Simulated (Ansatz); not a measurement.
# Si: the cost of one run

Program: Ansatz 0.2.0. PAW datasets, plane waves. The values are computed, spin-unpolarised, and not measurements.

### Step 1. The system as given

The unstrained cell was relaxed with r2SCAN; in each strained cell the atoms were relaxed again with r2SCAN. Names of k-points are those of the unstrained zone, where strain can split equivalent points. First state: -3.1 % strain along z alone.

Space group P6_3/mmc (No. 194), hexagonal; conventional cell a = 3.832 Å, c = 6.144 Å, 19.53 Å³ an atom. Near Si stand 4 Si at 2.32–2.34 Å.

The structure in full:

```cif
data_structure
_symmetry_space_group_name_H-M 'P6_3/mmc'
_symmetry_Int_Tables_number 194
_cell_length_a 3.8321
_cell_length_b 3.8321
_cell_length_c 6.1440
_cell_angle_alpha 90.000
_cell_angle_beta 90.000
_cell_angle_gamma 120.000
_cell_volume 78.14
loop_
_atom_site_label
_atom_site_type_symbol
_atom_site_symmetry_multiplicity
_atom_site_Wyckoff_symbol
_atom_site_fract_x
_atom_site_fract_y
_atom_site_fract_z
_atom_site_occupancy
Si1 Si 4 f 0.33333 0.66667 0.06095 1
```

### Step 2. -3.1 % strain along z alone: PBE

input.yaml reads:

```yaml
crystal:
  lattice:
    - [3.8321168108, 0.0, 0.0]
    - [-1.9160584054, 3.3187105084, 0.0]
    - [0.0, 0.0, 6.1440261611]
  atoms:
    - { symbol: Si, position: [0.3333333333, 0.6666666667, 0.0609473998] }
    - { symbol: Si, position: [0.6666666667, 0.3333333333, 0.5609473998] }
    - { symbol: Si, position: [0.3333333333, 0.6666666667, 0.4390526002] }
    - { symbol: Si, position: [0.6666666667, 0.3333333333, 0.9390526002] }
kpoints:
  mp_grid: { grid: [12, 12, 4] }
  band_path:
    path:
      - [0.0, 0.0, 0.0]
      - [0.5, 0.0, 0.0]
      - [0.3333333333, 0.3333333333, 0.0]
      - [0.0, 0.0, 0.5]
      - [0.5, 0.0, 0.5]
      - [0.3333333333, 0.3333333333, 0.5]
      - [0.0, 0.5, 0.0]
    npoints: 1
hamiltonian:
  xc: pbe
scf:
  occupations: { method: fermi_dirac, width: 0.02 }
  n_extra_bands: 5
output:
  forces: true
  stress: true
  eigenvalues: true
```

The run is started by

```bash
$ ansatz run input.yaml --threads 4 --pin off --max-ram 3686MiB --backend cpu --events-out ev --progress --plain --runs-dir out
```

What time and memory should one allow on 4 threads of Arm Neoverse N1, shared host?

About 2 s, with a peak of 0.36 GiB.
